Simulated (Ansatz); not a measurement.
Runs of Ansatz 0.2.0 on CuO. It takes space group P6_3/mmc (No. 194, hexagonal). Conventional cell: a = 3.180 Å, b = 3.180 Å, c = 4.431 Å, α = 90.00°, β = 90.00°, γ = 120.00°. Cu (site symmetry -3m) is surrounded by 6 O at 2.14 Å and 2 Cu at 2.22 Å. Around O (site symmetry -6m2) lie 6 Cu at 2.14 Å. Measurements of this composition are mostly on another form, of space group No. 15.

```tsv
task	level	U	cell	k mesh	cutoff (eV)	points for each segment of the path	hubbard projectors	double counting	target pressure (GPa)	gap on the mesh (eV)	pressure (GPa)	relaxed volume (Å³/atom)
band structure	r2SCAN+U	Cu d U = 4.5 eV	as given	10 × 10 × 6	500	14	ortho-atomic (the default)	fll (the default)	-	none	0.4	-
relaxation of cell and atoms	BLYP+D3(BJ)	-	relaxed	10 × 10 × 6	420	-	-	-	-	none	0.0	9.52
relaxation of cell and atoms	PBEsol	-	relaxed to 5 GPa	10 × 10 × 6	420	-	-	-	5	none	5.0	-
band structure	PBEsol	-	as given	10 × 10 × 6	420	14	-	-	-	none	(b)	-
relaxation of cell and atoms	PBEsol	-	relaxed to 30 GPa	10 × 10 × 6	420	-	-	-	30	none	30.0	-
phonons	LDA	-	as given	8 × 8 × 5	420	-	-	-	-	none	-	-
relaxation of cell and atoms	PBEsol	-	relaxed	10 × 10 × 6	420	-	-	-	0	none	0.0	(a)
relaxation of cell and atoms	PBEsol	-	relaxed to 10 GPa	10 × 10 × 6	420	-	-	-	10	none	10.0	-
relaxation of cell and atoms	PBEsol	-	relaxed to 2 GPa	10 × 10 × 6	420	-	-	-	2	none	2.0	-
relaxation of cell and atoms	PBEsol	-	relaxed to 20 GPa	10 × 10 × 6	420	-	-	-	20	none	20.0	-
band structure	PBEsol+U	Cu d U = 5.3 eV	as given	10 × 10 × 6	420	14	ortho-atomic (the default)	fll (the default)	-	none	0.1	-
```

Alike in all rows: potentials or basis Ansatz PAW; no spin polarisation; smearing fermi-dirac 0.05 eV.

Q: Fill in the values left out.

A: (a) 9.23; (b) -2.7.

Caveats: the run has no spin polarisation, though such a crystal can be magnetic; the PAW data sets come from PBE, with cores solved anew for the run's functional, which leaves a small shift of forces and pressure; semilocal functionals often make such compounds metallic where correlation or magnetic order opens a gap, which also shifts bond lengths (some runs); the plane-wave basis is chosen anew once the cell has moved, so the energies of steps on either side of that aren't comparable (some runs); U without spin polarisation on a metal has little footing (some runs); pairwise dispersion overbinds metals, which lowers pressure and volume (some runs); the volume moved by over 15 % at a fixed basis, so the end points are rough (some runs).

A gap of «none» marks a metal or a gap under the smearing width.

Runs at the PBE level aren't shown here.
